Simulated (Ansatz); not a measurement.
# KF (P1) in Ansatz: convergence with ecutrho ratio

Aim: find how far ecutrho ratio must go before the results for KF settle, at PBE. This setting moves, with any that are tied to it; all else stays.

Program: Ansatz 0.2.0. These are calculated values, not measurements. Logs are shortened: lines on timing, memory, paths and dates and some standing lists are left out, and cuts for length are marked.

## 1. The cell of the first run

The typed cell holds 2 atoms: a = 3.259 Å, b = 3.259 Å, c = 3.259 Å, α = 90.00°, β = 90.00°, γ = 90.00°.

The cell comes from a database or a generator and needn't be the stable form of this composition.

The cell isn't the ideal one: atoms moved at random, drawn with an rms of 0.05 Å.

## 2. With ecutrho ratio 4

input.yaml reads:

```yaml
crystal:
  lattice:
    - [3.258955, 0.0, 0.0]
    - [0.0, 3.258955, 0.0]
    - [0.0, 0.0, 3.258955]
  atoms:
    - { symbol: K, position: [-0.001144, 0.009114, -0.010387] }
    - { symbol: F, position: [0.505222, 0.491897, 0.487275] }
hamiltonian:
  xc: pbe
  pseudopotentials: { kind: nc, source: spms }
kpoints:
  mp_grid: { grid: [6, 6, 6] }
scf:
  occupations: { method: cold, width: 0.1 }
output:
  forces: true
  stress: true
  eigenvalues: true
basis:
  ecutrho_ratio: 4
```

Potentials or basis: SPMS NC.

Command:

```console
ansatz run input.yaml --threads 2 --pin off --max-ram 5632MiB --backend cpu --events-out ev --progress --plain --runs-dir out
```

Run time: 14 s. Hardware: 2 threads of Intel Xeon at 2.50GHz (Skylake/Cascade Lake), shared host; peak memory 0.43 GiB.

What came out:

| Item | Value |
| --- | --- |
| Free energy | -1485.7962 eV |
| Pressure | -0.1 GPa |
| Largest force | 0.044 eV/Å |
| Band gap on the k mesh | 6.29 eV, indirect (least direct gap 6.35 eV) |

## 3. With ecutrho ratio 5

input.yaml, as its differences from that of step 2:

```diff
@@ -20,2 +20,2 @@
 basis:
-  ecutrho_ratio: 4
+  ecutrho_ratio: 5
```

Potentials or basis: SPMS NC.

Command:

```console
ansatz run input.yaml --threads 2 --pin off --max-ram 5632MiB --backend cpu --events-out ev --progress --plain --runs-dir out
```

It took 15 s on 2 threads of Intel Xeon at 2.50GHz (Skylake/Cascade Lake), shared host; peak memory 0.44 GiB.

Results:

- Free energy: -1485.7962 eV
- Pressure: -0.1 GPa
- Largest force: 0.044 eV/Å
- Band gap on the k mesh: 6.29 eV, indirect (least direct gap 6.35 eV)

## 4. With ecutrho ratio 6

input.yaml, as its differences from that of step 3:

```diff
@@ -20,2 +20,2 @@
 basis:
-  ecutrho_ratio: 5
+  ecutrho_ratio: 6
```

Command:

```console
ansatz run input.yaml --threads 2 --pin off --max-ram 5632MiB --backend cpu --events-out ev --progress --plain --runs-dir out
```

It took 15 s on 2 threads of Intel Xeon at 2.50GHz (Skylake/Cascade Lake), shared host; peak memory 0.47 GiB.

What came out:

```
Free energy            : -1485.7962 eV
Pressure               : -0.1 GPa
Largest force          : 0.044 eV/Å
Band gap on the k mesh : 6.29 eV, indirect (least direct gap 6.35 eV)
```

## 5. With ecutrho ratio 8

input.yaml, as its differences from that of step 4:

```diff
@@ -20,2 +20,2 @@
 basis:
-  ecutrho_ratio: 6
+  ecutrho_ratio: 8
```

Command:

```console
ansatz run input.yaml --threads 2 --pin off --max-ram 5632MiB --backend cpu --events-out ev --progress --plain --runs-dir out
```

Wall time 15 s (2 threads of Intel Xeon at 2.50GHz (Skylake/Cascade Lake), shared host); peak memory 0.49 GiB.

The run converged. Its results:

| Item | Value |
| --- | --- |
| Free energy | -1485.7962 eV |
| Pressure | -0.1 GPa |
| Largest force | 0.044 eV/Å |
| Band gap on the k mesh | 6.29 eV, indirect (least direct gap 6.35 eV) |

## 6. With ecutrho ratio 10

input.yaml, as its differences from that of step 5:

```diff
@@ -20,2 +20,2 @@
 basis:
-  ecutrho_ratio: 8
+  ecutrho_ratio: 10
```

Potentials or basis: SPMS NC.

Command:

```console
ansatz run input.yaml --threads 2 --pin off --max-ram 5632MiB --backend cpu --events-out ev --progress --plain --runs-dir out
```

It took 15 s on 2 threads of Intel Xeon at 2.50GHz (Skylake/Cascade Lake), shared host; peak memory 0.52 GiB.

The run converged. Its results:

| Property | Result |
| --- | --- |
| Free energy | -1485.7962 eV |
| Pressure | -0.1 GPa |
| Largest force | 0.044 eV/Å |
| Band gap on the k mesh | 6.29 eV, indirect (least direct gap 6.35 eV) |

## 7. With ecutrho ratio 12

input.yaml, as its differences from that of step 6:

```diff
@@ -20,2 +20,2 @@
 basis:
-  ecutrho_ratio: 10
+  ecutrho_ratio: 12
```

Potentials or basis: SPMS NC.

Command:

```console
ansatz run input.yaml --threads 2 --pin off --max-ram 5632MiB --backend cpu --events-out ev --progress --plain --runs-dir out
```

Log:

```text
Warning: RAYON_NUM_THREADS=2 ignored (pool sized by the plan → 2); use --threads N
Engine: ansatz 0.2.0, x86_64-unknown-linux-gnu
Pseudopotentials: kind: nc
Pseudopotential: K, nc, valence charge 9, recommended cutoff 353.74802119784397 eV (normal), K.nc.azcp
Pseudopotential: F, nc, valence charge 7, recommended cutoff 1006.821291101556 eV (normal), F.nc.azcp
Functional definition: PBE
  parameter kappa = 0.804
  parameter beta = 0.06672455060314922
  exchange = pbe_x(kappa = kappa, mu = beta*pi^2/3)
  correlation = pbe_c(beta = beta)
Crystal: 2 atoms, lattice volume = 34.613 Å³
Basis set: ecut = 1006.821291101556 eV, 2517 PW (Γ), exchange–correlation on 120×120×120 points (8 copies of the dense FFT grid, shifted against one another)
Bands: 12, of which v1, the nominal top of the filled ones, is band 8 counted from 1 (7 counted from 0)
Symmetry: 1 space group operations
Space group: P1 (ITA 1), of the structure as read, at distance tolerance 3.3e-5 Å
k-points: 112 of 216 (time reversal used)
Non-local potential: K, projectors of the file, l = 0: 2, l = 1: 2, l = 2: 2
Non-local potential: F, projectors of the file, l = 0: 2, l = 1: 2, l = 2: 1
Initial density: superposition of atomic densities (chi_scale 0.1, normalization cell, long waves kept (reshape's long-wave potential 0.00 eV rms))
Initial wavefunctions: pseudopotential atomic-orbital guess
Functional: x = pbe(κ = 0.804, μ = 0.2195149727645171), c = pbe(β = 0.06672455060314922)
SCF iter   1: F=—  HF=-1489.035026 eV  |F-HF|=—  |Δ(HF+E_count)|=         —  Δρ=2.03e-1  dr2=1.26e1  ethr=3.10e-3  ⟨swp⟩=6.6  Hψ=10108  notcnv=0
preconditioner: auto → none  [insulator: Δε(μ)=2.232 eV  Ē_g=15.847 eV  σ=0.100 eV  W_gap=1.00  n_scr=6 (ndim 8)  ℏωp=23.6 eV  f_vac=0.000  D(μ)=-0.00/eV (n_scr^D=0)  ε∞_Penn≈3.2]
SCF iter   2: F=—  HF=-1487.290854 eV  |F-HF|=—  |Δ(HF+E_count)|=    1.74e0  S|Δr|=    0.00e0  Δρ=1.47e-1  dr2=4.87e0  ethr=3.10e-3  ⟨swp⟩=4.9  Hψ=5234  notcnv=0
SCF iter   3: F=—  HF=-1485.814464 eV  |F-HF|=—  |Δ(HF+E_count)|=    1.48e0  S|Δr|=    0.00e0  Δρ=2.28e-2  dr2=1.46e-1  ethr=3.10e-3  ⟨swp⟩=4.0  Hψ=3828  notcnv=0
SCF iter   4: F=—  HF=-1485.799260 eV  |F-HF|=—  |Δ(HF+E_count)|=   1.52e-2  S|Δr|=    0.00e0  Δρ=9.27e-3  dr2=1.89e-2  ethr=9.11e-4  ⟨swp⟩=2.3  Hψ=3507  notcnv=0
SCF iter   5: F=—  HF=-1485.795966 eV  |F-HF|=—  |Δ(HF+E_count)|=   3.29e-3  S|Δr|=    0.00e0  Δρ=1.00e-3  dr2=2.97e-4  ethr=1.18e-4  ⟨swp⟩=2.4  Hψ=2825  notcnv=0
SCF iter   6: F=—  HF=-1485.796236 eV  |F-HF|=—  |Δ(HF+E_count)|=   2.69e-4  S|Δr|=    0.00e0  Δρ=3.70e-4  dr2=5.00e-5  ethr=1.86e-6  ⟨swp⟩=2.0  Hψ=2170  notcnv=0
SCF iter   7: F=—  HF=-1485.796244 eV  |F-HF|=—  |Δ(HF+E_count)|=   8.44e-6  S|Δr|=    0.00e0  Δρ=9.78e-5  dr2=4.11e-6  ethr=3.13e-7  ⟨swp⟩=2.1  Hψ=1728  notcnv=0
SCF iter   8: F=—  HF=-1485.796243 eV  |F-HF|=—  |Δ(HF+E_count)|=   7.41e-7  S|Δr|=    0.00e0  Δρ=2.95e-5  dr2=3.75e-7  ethr=2.57e-8  ⟨swp⟩=2.3  Hψ=1853  notcnv=0
SCF iter   9: F=-1485.796243 eV  HF=-1485.796243 eV  |F-HF|=4.60e-9  |Δ(HF+E_count)|=   1.17e-7  S|Δr|=    0.00e0  Δρ=4.09e-6  dr2=5.57e-9  ethr=6.25e-10  ⟨swp⟩=7.8  Hψ=8482  notcnv=0
SCF 1 converged in 9 iterations: F = -1485.796243 eV  dr2 = 5.57e-9
SCF converged after 9 iterations
Stability not checked: this state was not tested for a lower state beside it, because cold or Methfessel-Paxton smearing, or corrected tetrahedra, fill the levels in a way that the test cannot read (fill_not_monotonic; see scf.lower_state_search)
Free energy (F): -1485.796243 eV
Harris-Foulkes:  -1485.796243 eV  (|F-HF|=4.60e-9)
Internal energy: -1485.796243 eV  (E = F + TS)
E sigma→0 (E₀):  -1485.796243 eV
Fermi energy:    6.000011 eV
Step filling:    the computed levels leave a gap of 6.2943 eV = 62.9 smearing widths at the electron count; against every level under it full and every level over it empty, smearing changes F+E_penalty+E_count by +0.00e0 meV and its σ→0 estimate by +0.00e0 meV
--- Per-component energies (eV) ---
  E_band       = -111.648162
  E_kinetic    = 695.778403
  E_local      = -1143.011765  (includes V_loc(G=0)·N_el)
  E_nonlocal   = -21.875964
  E_hartree    = 344.104357
  E_xc         = -322.883988
  E_vxc        = -330.745482  (∫ρ·V_xc dr)
  E_ewald      = -1037.907286
  E_smearing   = -0.000000  (= −TS)
  E_closure    = 0.000000  (closes the sum)
  Σ components = -1485.796243   (vs F -1485.796243, Δ=0.00e0)
--- Forces (eV/Å), atoms counted from 1 ---
  atom   1  K      0.01521169    -0.04045447    -0.00559741
  atom   2  F     -0.01520780     0.04047864     0.00559864
  max |Σ_I F_I| component: 2.42e-5 eV/Å
--- Stress (GPa, compression-positive) ---
       -0.049646      -0.027308      -0.003758
       -0.027308      -0.051021       0.010046
       -0.003758       0.010046      -0.049414
  P = ⅓ Tr σ = -0.0500 GPa (-0.500 kbar)
--- Band table (eV; the first three rows and the last of 112) ---
  k-point 0: bands = ["-24.2179", "-16.0461", "-7.2517", "-7.2516", "-7.2515", "2.7292", "2.7309", "2.7313", "9.0764", "11.1014", "11.1090", "16.4294"]
  k-point 1: bands = ["-24.1873", "-16.0525", "-7.4304", "-7.2249", "-7.2246", "2.3981", "2.7041", "2.7052", "9.7786", "11.3119", "11.6984", "16.0307"]
  k-point 2: bands = ["-24.1250", "-16.0677", "-7.7647", "-7.1707", "-7.1699", "1.8290", "2.6496", "2.6517", "11.2650", "11.7890", "12.9897", "15.3796"]
  k-point 111: bands = ["-23.8938", "-15.8810", "-7.8250", "-7.8245", "-7.8245", "1.7591", "1.7604", "1.7610", "13.1951", "13.1968", "13.2097", "17.9321"]
```

It took 15 s on 2 threads of Intel Xeon at 2.50GHz (Skylake/Cascade Lake), shared host; peak memory 0.55 GiB.

Results:

```
Free energy            : -1485.7962 eV
Pressure               : -0.1 GPa
Largest force          : 0.044 eV/Å
Band gap on the k mesh : 6.29 eV, indirect (least direct gap 6.35 eV)
```

## 8. Result

```
ecutrho ratio  energy less the tightest run, at zero smearing (meV/atom)  SCF cycles  CPU time (s)  peak memory (GiB)
            4                                                       0.00           9            28               0.43
            5                                                       0.00           9            29               0.44
            6                                                       0.00           9            29               0.47
            8                                                       0.00           9            30               0.49
           10                                                       0.00           9            29               0.52
           12                                                       0.00           9            30               0.55
```

Against the tightest run, the energy stays within 1 meV/atom from 4 on. The tightest run that finished is the yardstick and may itself not be fully converged.
